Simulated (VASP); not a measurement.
## KMgF3: relaxation of cell and atoms with LDA

Crystal: KMgF3.

```
K Mg F
1.0
     3.98590    0.00000    0.00000
     0.00000    3.98590    0.00000
     0.00000    0.00000    3.98590
K Mg F
1 1 3
Cartesian
  1.9929 1.9929 1.9929
  0.0000 0.0000 0.0000
  0.0000 0.0000 1.9929
  0.0000 1.9929 0.0000
  1.9929 0.0000 0.0000
```

```yaml
Program: VASP 6.6.1
Task: relaxation of cell and atoms
Functional: LDA
Potentials_or_basis: VASP PAW LDA potentials, release 64 (K_sv, Mg, F)
Cutoff: 600 eV
k_mesh: 6 × 6 × 6
Occupations: gaussian, width 0.02 eV
Spin: no spin polarisation
Ladder: gaps
Further_INCAR_settings: ALGO = Normal; EDIFF = 1e-07; IBRION = 2; EDIFFG = -0.01; NSW = 60; ISIF = 3
```

- Relaxed volume: 11.80 Å³/atom
- Relaxed cell: a = 3.893 Å, b = 3.893 Å, c = 3.893 Å, α = 90.00°, β = 90.00°, γ = 90.00°
- Space group after relaxing (to 0.05 Å): Pm-3m (No. 221)
- Energy gained by relaxing: 15.5 meV/atom
- Ionic steps: 3
- Pressure after relaxing: 0.0 GPa
- Band gap on the k mesh: 7.52 eV, indirect (least direct gap 7.84 eV)

The path:
| step | energy change (eV) | largest force (eV/Å) | pressure (GPa) | volume (Å³) |
| --- | --- | --- | --- | --- |
| 1 | 0.0000 | 0.0000 | -5.36 | 63.33 |
| 2 | -0.0764 | 0.0000 | -0.80 | 59.52 |
| 3 | -0.0777 | 0.0000 | -0.02 | 58.99 |

Final structure:
```
CELL_PARAMETERS angstrom
3.89286 0.00000 0.00000
0.00000 3.89286 0.00000
0.00000 0.00000 3.89286
ATOMIC_POSITIONS crystal
K 0.50000 0.50000 0.50000
Mg 0.00000 0.00000 0.00000
F 0.00000 0.00000 0.50000
F 0.00000 0.50000 0.00000
F 0.50000 0.00000 0.00000
```

Levels at points of the mesh, in eV from the valence-band top:
```
           k point  band 12  band 13  band 14  band 15  band 16  band 17  band 18  band 19  band 20
(0.00, 0.00, 0.00)    -0.71    -0.71    -0.32    -0.32    -0.32     7.52     9.87     9.87    12.19
(0.50, 0.00, 0.00)    -1.02    -0.97    -0.97    -0.59    -0.59    10.25    10.87    11.05    12.91
(0.50, 0.50, 0.00)    -1.21    -1.21    -0.97    -0.97    -0.03    11.11    11.79    12.96    12.96
(0.50, 0.50, 0.50)    -1.21    -1.21     0.00     0.00     0.00    10.46    10.46    10.46    14.19
```

It took 38 s on 2 MPI ranks on AMD EPYC 7R13 Processor (Zen 3), with other jobs on the host, peak memory 0.16 GiB a rank.

A k mesh can miss the band edges. As with any semilocal functional, this LDA gap is likely too small.
